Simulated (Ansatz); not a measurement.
# NaCl: band structure with PBEsol0

The system is NaCl.

```
Cl Na
1.0
     0.00000    2.79406    2.79406
     2.79406    0.00000    2.79406
     2.79406    2.79406    0.00000
Cl Na
1 1
Direct
  0.50000 0.50000 0.50000
  0.00000 0.00000 0.00000
```

The cell is a database's computed one.

```json
{
 "Program": "Ansatz 0.2.0",
 "Task": "band structure",
 "Functional": "PBEsol0",
 "Potentials or basis": "Ansatz PAW",
 "Cutoff": "420 eV (not typed: the program's choice for these potentials)",
 "k mesh": "5 × 5 × 5",
 "Occupations": "fermi-dirac, width 0.05 eV",
 "Spin": "no spin polarisation",
 "Path": "[[\"G\", \"X\", \"W\", \"K\", \"G\", \"L\", \"U\", \"W\", \"L\", \"K\"], [\"U\", \"X\"]]",
 "Points for each segment of the path": "4"
}
```

```
Pressure                : -0.1 GPa
Band gap on the k mesh  : 7.17 eV, direct
Band gap along the path : 7.17 eV, direct
```

Levels at the corners of the path, in eV from the valence-band top:
```
point  band 5  band 6  band 7  band 8  band 9  band 10  band 11  band 12
    Γ  -13.94    0.00    0.00    0.00    7.17    13.23    13.23    13.23
    X  -13.48   -1.93   -0.70   -0.70    9.73     9.94    13.70    17.38
    W  -13.46   -1.38   -1.38   -0.86   11.14    11.80    11.80    13.69
    K  -13.47   -1.63   -1.28   -0.58   10.33    11.22    12.80    15.18
    Γ  -13.94    0.00    0.00    0.00    7.17    13.23    13.23    13.23
    L  -13.54   -2.21   -0.31   -0.31    9.24    13.14    13.18    13.18
    U  -13.47   -1.63   -1.28   -0.58   10.33    11.22    12.80    15.18
    W  -13.46   -1.38   -1.38   -0.86   11.14    11.80    11.80    13.69
    L  -13.54   -2.21   -0.31   -0.31    9.24    13.14    13.18    13.18
    K  -13.47   -1.63   -1.28   -0.58   10.33    11.22    12.80    15.18
    U  -13.47   -1.63   -1.28   -0.58   10.33    11.22    12.80    15.18
    X  -13.48   -1.93   -0.70   -0.70    9.73     9.94    13.70    17.38
```

It took 2.2 min on 2 threads of Intel(R) Xeon(R) Platinum 8175M CPU @ 2.50GHz (Skylake/Cascade Lake), with other jobs on the host, peak memory 0.73 GiB.

Caveat: the PAW data sets come from PBE, with cores solved anew for the run's functional, which leaves a small shift of forces and pressure; the thresholds are loose for stress.
